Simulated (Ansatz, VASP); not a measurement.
Two plane-wave programs on C

INCAR

```
SYSTEM = C
ALGO = Normal ; EDIFF = 1E-6
ENCUT = 520 ; GGA = PS
ISIF = 2 ; ISMEAR = -1
IVDW = 13 ; LASPH = .TRUE.
LCHARG = .FALSE. ; LREAL = .FALSE.
LWAVE = .FALSE. ; NBANDS = 11
NELM = 80 ; PREC = Accurate
SIGMA = 0.1
```

The input KPOINTS:

```
k-points
0
G
  14 14 9
  0 0 0
```

Contents of POSCAR:

```
C
1.0
    2.1273200000     -1.2282820000      0.0000000000
    2.1273200000      1.2282820000      0.0000000000
   -1.3790700000      0.0000000000      3.5028300000
C
2
Direct
    0.8333560000      0.8333560000      0.0000930000
    0.1666440000      0.1666440000      0.9999070000
```

Input for Ansatz:

```yaml
crystal:
  lattice:
    - [2.12732, -1.228282, 0.0]
    - [2.12732, 1.228282, 0.0]
    - [-1.37907, 0.0, 3.50283]
  atoms:
    - { symbol: C, position: [0.8333560000000001, 0.8333560000000001, 9.3e-05] }
    - { symbol: C, position: [0.16664399999999996, 0.16664399999999996, 0.999907] }
basis:
  ecutwfc: 500.0
kpoints:
  mp_grid:
    grid: [14, 14, 9]
hamiltonian:
  xc: pbesol
  dispersion: d4
scf:
  occupations:
    method: fermi_dirac
output:
  forces: true
  stress: true
```

This is a stacking variant of graphite.

Alike in both runs: task single point; functional PBEsol; dispersion D4; k mesh 14 × 14 × 9; no spin polarisation.

|  | VASP | Ansatz |
| --- | --- | --- |
| version | VASP 6.6.1 | Ansatz 0.2.0 |
| potentials or method | VASP PAW PBE potentials, release 64 (C) | plane waves, PAW |
| plane-wave cutoff (eV) | 520 | 500 |
| occupations | fermi-dirac, width 0.1 eV | fermi-dirac |
| valence electrons in the cell | 8 | 8 |

Ansatz gave:

* pressure (GPa): -0.7
* largest component of the traceless stress (GPa): 0.55
* rms of the force components (eV/Å): 0.003
* dispersion energy (meV/atom): -97.8

Problem. Estimate VASP's values.

Solution. Pressure (GPa): -0.1; largest component of the traceless stress (GPa): 1.27; rms of the force components (eV/Å): 0.003; dispersion energy (meV/atom): -97.7.

Atom by atom the forces differ by 0.000 eV/Å (rms over components).

Caveats: the PAW data sets were made with another functional, which shifts forces and pressure a little (VASP).
